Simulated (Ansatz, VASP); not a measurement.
# One calculation of SnH5, two programs

```
Sn H
1.0
     3.62391    0.00000    0.00000
    -1.81196    3.13840    0.00000
     0.00000    0.00000    3.87542
Sn H
1 5
Direct
  0.00000 0.00000 0.00000
  0.33333 0.66667 0.00000
  0.66667 0.33333 0.00000
  0.50000 0.00000 0.50000
  0.50000 0.50000 0.50000
  0.00000 0.50000 0.50000
```

Change from the starting cell: species swapped into the DyFe5 type (P6/mmm, No. 191).

Alike in both runs: functional PBE; k mesh 6 × 6 × 4; occupations gaussian, width 0.1 eV; no spin polarisation.

Ansatz relaxed the structure, and its values are those at the end. VASP's run is a single point on that final structure, the one shown.

|  | VASP | Ansatz |
| --- | --- | --- |
| version | VASP 6.6.1 | Ansatz 0.2.0 |
| potentials or method | VASP PAW PBE potentials, release 64 (Sn_d, H) | scalar-relativistic, plane waves, PAW |
| plane-wave cutoff (eV) | 520 | 420 |
| valence electrons in the cell | 19 | 19 |

VASP gave:

| Property | Result |
| --- | --- |
| gap on the k mesh at the Fermi level (eV) | none |
| pressure (GPa) | -0.3 |

**Question.** What did Ansatz give for the same quantities?

**Answer.** gap on the k mesh at the Fermi level (eV): none; pressure (GPa): -0.1.

A gap of «none» marks a metal or a gap that the smearing closes.

Caveats: the k mesh is coarse (spacing up to 0.41 Å⁻¹), so the values aren't converged.
